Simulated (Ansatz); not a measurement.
All numbers below come from DFT PBE, scalar-relativistic, plane waves, PAW in Ansatz. Settings: cutoff 420 eV, Γ-centred meshes spaced at most about 0.3 Å⁻¹, and about 0.25 Å⁻¹ or finer for metals (2π included), Gaussian smearing. No spin polarisation in the final relaxations.

All energies are static (0 K, no zero-point motion).

Two relaxed structures of P:

A.

```
CELL_PARAMETERS angstrom
-3.25809 3.25809 3.25809
3.25809 -3.25809 3.25809
3.25809 3.25809 -3.25809
ATOMIC_POSITIONS crystal
P 0.25000 0.25000 0.25000
P 0.50000 0.00000 0.25000
P 0.00000 0.25000 0.50000
P 0.25000 0.50000 0.00000
P 0.75000 0.75000 0.75000
P 0.50000 0.00000 0.75000
P 0.00000 0.75000 0.50000
P 0.75000 0.50000 0.00000
```

B.

```
CELL_PARAMETERS angstrom
2.44475 0.00000 0.00000
0.00000 2.44475 0.00000
0.00000 0.00000 2.44475
ATOMIC_POSITIONS crystal
P 0.00000 0.00000 0.00000
```

Problem. Which would you expect to be lower, and how large is the difference?

Solution. B is lower, by 0.36 eV/atom. A has space group Ia-3d (No. 230), 17.3 Å³/atom and no gap on its mesh; B has the simple cubic type, space group Pm-3m (No. 221), 14.6 Å³/atom and no gap. Counting all near atoms (those within 1.25 times the shortest such distance or 1.15 times the sum of covalent radii; a plus sign parts nearer from farther groups), A has P 3+2 and B has P 6. The denser one is the lower, and pressure would at first widen the difference. In A, P has 3 P at 2.30 Å and 2 P at 2.82 Å. In B, around P lie 6 P at 2.44 Å. Both come from invented guesses. A third cell relaxed alike, in R-3m, lies 48 meV/atom below the lower of the two. The part of the Crystallography Open Database at hand lists P in space groups No. 2, 13, 64, 123; no cell shown has one of them.

Cells relaxed within their symmetry can be saddle points.
